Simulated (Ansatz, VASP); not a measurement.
**Two plane-wave programs on Tl**

File INCAR:

```
SYSTEM = Tl
  AGGAC = 1.0
  AGGAX = 1.0
  ALDAC = 0.0
  ALDAX = 1.0
  ALGO = Normal
  EDIFF = 1E-6
  ENCUT = 520
  GGA = B5
  ISIF = 2
  ISMEAR = -1
  LASPH = .True.
  LCHARG = .False.
  LREAL = .False.
  LWAVE = .False.
  NBANDS = 12
  NELM = 80
  PREC = Accurate
  SIGMA = 0.1
```

Contents of KPOINTS:

```
k-points
0
Gamma
  11 11 11
  0 0 0
```

POSCAR

```
Tl
1.0
    3.3353602966      0.0000000000      0.0000000000
    0.0000000000      3.3353602966      0.0000000000
    0.0000000000      0.0000000000      3.3353602966
Tl
1
Direct
    0.0000000000      0.0000000000      0.0000000000
```

Input for Ansatz:

```yaml
crystal:
  lattice:
    - [3.3353602966, 0.0, 0.0]
    - [0.0, 3.3353602966, 0.0]
    - [0.0, 0.0, 3.3353602966]
  atoms:
    - { symbol: Tl, position: [0.0, 0.0, 0.0] }
hamiltonian:
  xc: blyp
  pseudopotentials:
    kind: paw
    azcp:
      Tl: "pseudopotentials/Tl.paw.azcp"
basis:
  ecutwfc: 420
  fft_grid_basis: typed
kpoints:
  mp_grid: { grid: [11, 11, 11], shift: [0, 0, 0] }
magnetization:
  spin_polarized: false
scf:
  occupations: { method: fermi_dirac, width: 0.1 }
  lower_state_search: "off"
output:
  stress: true
  write_density: true
  write_potential: true
  elf: true
  volumetric_format: npy
```

Alike in both runs: task single point; functional BLYP; k mesh 11 × 11 × 11; occupations fermi-dirac, width 0.1 eV; no spin polarisation.

|  | VASP | Ansatz |
| --- | --- | --- |
| version | VASP 6.6.1 | Ansatz 0.2.0 |
| potentials or method | VASP PAW PBE potentials, release 64 (Tl_d) | plane waves (420 eV) with PAW, scalar-relativistic |
| plane-wave cutoff (eV) | 520 | 420 |
| valence electrons in the cell | 13 | 13 |

```tsv
	VASP	Ansatz	Ansatz less VASP
pressure (GPa)	0.8	0.8	0.00
```

With one functional, cell and mesh, what is left measures potentials, basis and numerics.

Caveats: the PAW data sets were made with another functional, which shifts forces and pressure a little (VASP). Spin-orbit coupling is left out, which matters for the levels of Tl.
